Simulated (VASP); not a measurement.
A run of VASP 6.6.1:

INCAR

```
PREC = Accurate ; ENCUT = 300
EDIFF = 1E-7 ; ISMEAR = 0
SIGMA = 0.03 ; LREAL = False
LASPH = True ; NELM = 80
ALGO = Normal ; ISIF = 2
LWAVE = False ; LCHARG = False
GGA = PE ; IBRION = 2
NSW = 40 ; EDIFFG = -0.01
```

Contents of KPOINTS:

```
Automatic mesh
0
Gamma
  4 4 4
```

Contents of POSCAR:

```
RbBr                                    
1.0
    0.0000000000      3.5686500208      3.5686500208
    3.5686500208      0.0000000000      3.5686500208
    3.5686500208      3.5686500208      0.0000000000
  Rb              Br            
     1     1
Direct
     0.0000000000000000    0.0000000000000000    0.0000000000000000
     0.5000000000000000    0.5000000000000000    0.5000000000000000
```

Potentials or basis: VASP PAW PBE potentials, release 64 (Rb_pv, Br).

Command:

```console
$ cat potpaw_PBE.64/Rb_pv/POTCAR potpaw_PBE.64/Br/POTCAR > POTCAR
$ mpirun -np 1 vasp_std > vasp.out
```

Hardware: 1 thread of Intel(R) Xeon(R) Platinum 8375C CPU @ 2.90GHz (Ice Lake), on a shared host.

Q: Estimate the wall time of this run.

A: Run time: 6.9 s on 1 thread of Intel(R) Xeon(R) Platinum 8375C CPU @ 2.90GHz (Ice Lake), on a shared host, peak memory 0.16 GiB. Counts: scf iterations 14, k points 8, ion steps 1.
